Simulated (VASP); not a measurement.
The input files of a VASP run:

**KPOINTS**
```
Automatic mesh
0
Gamma
7 7 7
0 0 0
```

**INCAR**
```
! general
SYSTEM  = AlSb
PREC    = Accurate
ENCUT   = 520
LREAL   = .False.
LASPH   = .True.

! electronic loop
EDIFF   = 1E-7
NELM    = 100
ALGO    = Normal
LMAXMIX = 4

! smearing
ISMEAR  = 0
SIGMA   = 0.05

! functional
GGA     = PE

! ions
ISIF    = 2

! output
LWAVE   = .False.
LCHARG  = .False.
```

**POSCAR**
```
AlSb
6.2319980
  0.0000000000   0.4999999696   0.4999999696
  0.4999999696   0.0000000000   0.4999999696
  0.4999999696   0.4999999696   0.0000000000
Al Sb
1 1
Cart
  0.0000000000   0.0000000000   0.0000000000
  0.2499999848   0.2499999848   0.2499999848
```

POTCAR, in this order: Al Sb (PBE.64 set). Program: vasp_std.

Q: Write an equivalent input for Ansatz.

A: One equivalent input (not run):
Ansatz 0.2 input:
```yaml
crystal:
  lattice:
    - [0.0000000, 3.1159988, 3.1159988]
    - [3.1159988, 0.0000000, 3.1159988]
    - [3.1159988, 3.1159988, 0.0000000]
  atoms:
    - { symbol: Al, position: [0.0000000, 0.0000000, 0.0000000] }
    - { symbol: Sb, position: [0.2500000, 0.2500000, 0.2500000] }
kpoints:
  mp_grid: { grid: [7, 7, 7] }
hamiltonian:
  xc: pbe
  pseudopotentials: { kind: paw }
scf:
  occupations: { method: gaussian, width: 0.05 }
  max_iter: 100
output: { forces: true, stress: true, eigenvalues: true }
```
What does not carry over: each code has its own PAW files, so the cut-off isn't converted (ENCUT is set for VASP's; basis.ecutwfc is left out, and Ansatz then takes the one that its files recommend); Ansatz stops its SCF on the density residual and VASP on the energy change (EDIFF).

The compound is AlSb in the zinc blende structure. It was relaxed first.
